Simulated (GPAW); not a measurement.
Runs of GPAW 26.7.0 on BN. Symmetry: P6_3mc, No. 186, hexagonal system. The conventional cell has a = 2.554 Å, b = 2.554 Å, c = 4.227 Å, α = 90.00°, β = 90.00°, γ = 120.00°. N (site symmetry 3m) is surrounded by 4 B at 1.57 to 1.58 Å. B (site symmetry 3m) has 4 N at 1.57 to 1.58 Å as nearest neighbours. Measurements of this composition are mostly on another form, of space group No. 194.

```tsv
level	gap on the mesh (eV)	pressure (GPa)	relaxed volume (Å³/atom)	largest force (eV/Å)
PBEsol+D4	4.93	0.0	5.81	0.01
PBEsol+D3	4.95	0.0	5.82	0.01
PBEsol+D3(BJ)	4.93	0.0	(a)	0.01
PBEsol	(b)	0.1	5.86	0.02
PBEsol+D3(BJ)+ATM	4.93	0.0	5.81	0.01
```

Alike in all rows: task relaxation of cell and atoms; potentials or basis PAW data sets generated in the run's folder for this functional, pw; no spin polarisation; cell relaxed; k mesh 9 × 9 × 5; cutoff (eV) 800; smearing fermi-dirac 0.05 eV.

Estimate the missing entries.

(a) 5.80; (b) 4.96.

Caveats: later steps reuse the first step's grids; an odd mesh through Γ misses points on the zone boundary, where band edges often lie.
